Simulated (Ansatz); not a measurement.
A plane-wave DFT run in Ansatz 0.2.0 (scalar-relativistic PAW potentials unless the input names others): input and command.

```yaml
crystal:
  lattice:
    - [-2.8436826983, 2.8436826983, 1.4955953927]
    - [2.8436826983, -2.8436826983, 1.4955953927]
    - [2.8436826983, 2.8436826983, -1.4955953927]
  atoms:
    - { symbol: Ga, position: [0.25, 0.75, 0.5] }
    - { symbol: Sb, position: [0.0, 0.0, 0.0] }
basis:
  ecutwfc: 420
kpoints:
  mp_grid: { grid: [24, 24, 24] }
hamiltonian:
  xc: pbe
scf:
  occupations: { method: gaussian, width: 0.15 }
  mixing: { algorithm: msr1, beta: 0.5 }
output:
  forces: true
  eigenvalues: true
  stress: true
```

```bash
ansatz run input.yaml --threads 1 --pin off --max-ram 2560MiB --backend cpu --events-out ev --progress --plain --runs-dir out
```

Abridged log:
```
Pseudopotentials: kind: paw
Pseudopotential: Ga, paw, valence charge 13, recommended cutoff 420 eV (normal)
Pseudopotential: Sb, paw, valence charge 15, recommended cutoff 420 eV (normal)
Functional definition: PBE
Crystal: 2 atoms, lattice volume = 48.377 Å³
Basis set: ecut = 420 eV, 941 PW (Γ), exchange–correlation on 60×60×60 points (8 copies of the dense FFT grid, shifted against one another)
Bands: 18, of which v1, the nominal top of the filled ones, is band 14 counted from 1 (13 counted from 0)
Symmetry: 8 space group operations
Space group: I-4m2 (ITA 119), of the structure as read, at distance tolerance 3.6e-5 Å
k-points: 1063 of 13824 (time reversal used)
Initial density: superposition of atomic densities (neutral atoms: chi_scale 0, normalization atom), corrected by the library's trained network
Initial wavefunctions: pseudopotential atomic-orbital guess
Functional: x = pbe(κ = 0.804, μ = 0.21951497), c = pbe(β = 0.06672455)
SCF iter   1: F=—  HF=-10267.417365 eV  |F-HF|=—  |Δ(HF+E_count)|=         —  Δρ=1.26e-3  dr2=6.24e-4  ethr=1.77e-3  ⟨swp⟩=5.2  Hψ=90890  notcnv=0
SCF iter   2: F=—  HF=-10267.416506 eV  |F-HF|=—  |Δ(HF+E_count)|=   8.59e-4  Δρ=8.02e-4  dr2=3.37e-4  ethr=2.23e-6  ⟨swp⟩=2.0  Hψ=39412  notcnv=0
SCF iter   3: F=—  HF=-10267.416523 eV  |F-HF|=—  |Δ(HF+E_count)|=   1.68e-5  Δρ=3.62e-4  dr2=4.03e-5  ethr=1.20e-6  ⟨swp⟩=2.0  Hψ=33989  notcnv=0
SCF iter   4: F=—  HF=-10267.416516 eV  |F-HF|=—  |Δ(HF+E_count)|=   7.10e-6  Δρ=1.82e-4  dr2=8.39e-6  ethr=1.44e-7  ⟨swp⟩=2.0  Hψ=28685  notcnv=0
SCF iter   5: F=—  HF=-10267.416512 eV  |F-HF|=—  |Δ(HF+E_count)|=   4.57e-6  Δρ=1.10e-4  dr2=2.80e-6  ethr=2.99e-8  ⟨swp⟩=2.0  Hψ=31372  notcnv=0
SCF iter   6: F=—  HF=-10267.416510 eV  |F-HF|=—  |Δ(HF+E_count)|=   1.85e-6  Δρ=1.84e-5  dr2=1.22e-7  ethr=1.00e-8  ⟨swp⟩=2.0  Hψ=33976  notcnv=0
SCF iter   7: F=-10267.416510 eV  HF=-10267.416510 eV  |F-HF|=7.02e-9  |Δ(HF+E_count)|=   2.59e-8  Δρ=5.96e-6  dr2=9.50e-9  ethr=3.57e-10  ⟨swp⟩=4.4  Hψ=67984  notcnv=0
SCF 1 converged in 7 iterations: F = -10267.416510 eV  dr2 = 9.50e-9
SCF converged after 7 iterations
Free energy (F): -10267.416510 eV
Harris-Foulkes:  -10267.416510 eV  (|F-HF|=7.02e-9)
Internal energy: -10267.407033 eV  (E = F + TS)
E sigma→0 (E₀):  -10267.411772 eV
Entropy (-TS):   -0.009476 eV (-4.738 meV/atom)
Fermi energy:    9.903659 eV
--- Forces (eV/Å), atoms counted from 1 ---
  atom   1  Ga     0.00000000     0.00000000     0.00000000
  atom   2  Sb     0.00000000     0.00000000     0.00000000
--- Stress (GPa, compression-positive) ---
       -1.484345       0.000000       0.000000
        0.000000      -1.484345       0.000000
        0.000000       0.000000       3.580888
  P = ⅓ Tr σ = 0.2041 GPa (2.041 kbar)
```

Apart from outputs and empty bands, the input differs from a reference run on usual settings in scf.mixing.algorithm: not typed → "msr1"; scf.mixing.beta: not typed → 0.5. The reference, at the same geometry (not necessarily relaxed), gave pressure 0.20 GPa, largest force 0.000 eV/Å, no gap on the mesh. This run converged in 7 SCF iterations (reference: 7) with an energy at zero smearing within 0.01 meV/atom of the reference's, pressure 0.20 GPa, largest force 0.000 eV/Å, no gap on the mesh.

The run took 36 s on 1 thread of Intel(R) Xeon(R) 6975P-C (Granite Rapids), with other jobs on the host, peak memory 1.2 GiB.